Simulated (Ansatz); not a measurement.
**Se in Ansatz: the effect of strain**

Se:

```
CELL_PARAMETERS angstrom
4.36620 0.00000 0.00000
-2.18310 3.78124 0.00000
0.00000 0.00000 4.75546
ATOMIC_POSITIONS crystal
Se 0.77460 0.77460 0.00000
Se 0.00000 0.22540 0.66667
Se 0.22540 0.00000 0.33333
```

Alike in all runs:

* Program: Ansatz 0.2.0
* Task: single point
* Functional: PBEsol
* Potentials or basis: Ansatz PAW
* Cutoff: 420 eV (not typed: the program's choice for these potentials)
* k mesh: 6 × 6 × 5
* Occupations: fermi-dirac, width 0.05 eV
* Spin: no spin polarisation
* Kind of strain: uniaxial

```csv
strain,gap on the mesh (eV),pressure (GPa),largest force (eV/Å)
-0.04,1.14,3.7,0.82
-0.02,?,?,?
-0.01,1.21,1.0,0.41
0,1.23,0.2,0.29
0.01,1.25,-0.6,0.17
0.02,1.27,-1.3,0.07
0.04,1.12,-2.6,0.13
```

**Question.** What does the run with strain -0.02 give?

**Answer.** gap on the mesh 1.19 eV; pressure 1.8 GPa; largest force 0.54 eV/Å.

Worked out: The gap on the mesh follows no smooth curve through the other rows. A parabola through the other rows of the pressure, of slope -87.9 GPa per unit of strain there, gives 1.9 GPa, against the run's 1.8. A parabola through the other rows of the largest force, of slope -14.3 eV/Å per unit of strain there, gives 0.50 eV/Å, against the run's 0.54.

Caveats: odd divisions of the mesh miss points on the zone boundary, where band edges often lie, so the gap on the mesh can be too wide; the PAW data sets come from PBE, with cores solved anew for the run's functional, which leaves a small shift of forces and pressure.

A k mesh can miss the band edges.
